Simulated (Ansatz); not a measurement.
## TaSi2: pressure against volume

TaSi2, P6_422, a = 4.761 Å, c = 6.556 Å. The structure is a COD entry; whether it is the stable form wasn't checked. Ansatz: PBEsol, PAW, 420 eV, Γ-centred 12×12×6 mesh on 9 atoms, Gaussian smearing 0.10 eV; no spin polarisation. Shape and atoms are relaxed at each volume; pressure is positive in compression.

| V (Å³/atom) | P (GPa) |
| --- | --- |
| 12.584 | 32.76 |
| 13.013 | 22.52 |
| 13.442 | 13.79 |
| 13.871 | 6.34 |
| 14.300 | -0.01 |
| 14.729 | ? |
| 15.158 | -10.03 |
| 15.730 | -15.10 |

Q: Take V0 = 14.300 Å³/atom, count pressures from its P0 = -0.01 GPa, fit the third-order Birch–Murnaghan form to the other rows, and predict the missing pressure.

A: With the Eulerian strain f = ½[(V0/V)^(2/3) − 1] and y = (P − P0)/[3f(1 + 2f)^(5/2)], the form is the line y = B0 + 1.5 B0 (B0′ − 4) f. Rows (f, y): 0.04448, 198.5; 0.03245, 197.8; 0.02106, 197.0; 0.01026, 196.1; -0.01905, 193.2; -0.03078, 191.6. Means f = 0.009737, y = 195.70; Σ(Δf)² = 0.004322, ΣΔfΔy = 0.3980; the slope is their ratio. y = 194.8 + 92.09 f GPa, so B0 = 194.8 GPa and B0′ = 4 + 2 × (92.09)/(3 × 194.8) = 4.32. At V = 14.729, f = -0.00976, y = 193.90 and P = -5.41 GPa. The run gave -5.43 GPa, so the fit is 0.02 GPa too high, within the rms miss on the fitted rows (0.03 GPa).

Spin–orbit coupling is left out, which can shift energies with elements as heavy as these.